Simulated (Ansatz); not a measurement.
# ZnS: the band gap up the ladder of functionals

An exercise on one series of results from a longer session: the logs are not shown, and one member is left open.

Code: Ansatz 0.2.0. PAW datasets, plane waves. (Simulation; spin polarisation is off.)

## Starting point

The cell was relaxed beforehand with r2SCAN.

It is cubic, F-43m (No. 216); conventional cell a = 5.388 Å, 19.55 Å³ an atom. Zn has 4 S at 2.33 Å; S has 4 Zn at 2.33 Å.

Coordinates:

```xyz
2
Lattice="0.0000 2.6941 2.6941 2.6941 0.0000 2.6941 2.6941 2.6941 0.0000" Properties=species:S:1:pos:R:3 pbc="T T T"
Zn    0.0000    0.0000    0.0000
S     1.3470    1.3470    1.3470
```

Set-up of the first run:

Contents of input.yaml:

```yaml
crystal:
  lattice:
    - [0.0, 2.6940857896, 2.6940857896]
    - [2.6940857896, 0.0, 2.6940857896]
    - [2.6940857896, 2.6940857896, 0.0]
  atoms:
    - { symbol: Zn, position: [0.0, 0.0, 0.0] }
    - { symbol: S, position: [0.25, 0.25, 0.25] }
kpoints:
  mp_grid: { grid: [8, 8, 8] }
  band_path:
    path:
      - [[0.0, 0.0, 0.0], [-0.5, -0.5, -5.815801806128e-34], [-0.375, -0.375, 0.25]]
      - [[-0.375, -3.32278719134e-17, 0.375], [0.0, 0.0, 0.0], [-6.283975404399e-18, -6.283975404399e-18, 0.5], [-0.5, -0.25, 0.25], [-0.5, -0.5, -5.815801806128e-34]]
    npoints: 10
hamiltonian:
  xc: pbe
scf:
  occupations: { method: fermi_dirac, width: 0.02 }
  n_extra_bands: 4
output:
  forces: true
  stress: true
  eigenvalues: true
```

Launch:

```sh
$ ansatz run input.yaml --threads 4 --pin off --max-ram 7372MiB --backend cpu --events-out ev --progress --plain --runs-dir out
```

Among the steps run: Band structure with PBE; r2SCAN at the same geometry; HSE06; PBE0 at the same geometry; LDA; Single point with DDH-PBE0; Single point with Hartree-Fock; r2SCAN0 at the same geometry.

One of the session's tables, all rows but one given; the rest of the session is left out.

| level | gap (eV) |
| --- | --- |
| PBE | 2.15 |
| r2SCAN | ? |
| HSE06 | 3.38 |
| PBE0 | 4.04 |
| LDA | 1.90 |
| DDH-PBE0 | 3.41 |
| Hartree-Fock | 10.28 |
| r2SCAN0 | 4.39 |

**Question.** Estimate the row for r2SCAN.

The run gave: gap (eV): 2.71. In the column «gap (eV)» it lies between PBE (2.15) and HSE06 (3.38).

Meshes: PBE 8×8×8, r2SCAN 8×8×8, HSE06 6×6×6, PBE0 6×6×6, LDA 8×8×8, DDH-PBE0 6×6×6, Hartree-Fock 6×6×6, r2SCAN0 6×6×6

PBE reaches 64 % of the HSE06 value, and r2SCAN 80 %. PBE0 lies 0.67 eV above HSE06, which differs from it by screening the long-range exchange. The calculation is for fixed nuclei; the measurement holds lattice motion too.

To keep in mind: Warnings in the runs' records: stress scf threshold loose, stress exchange threshold loose.
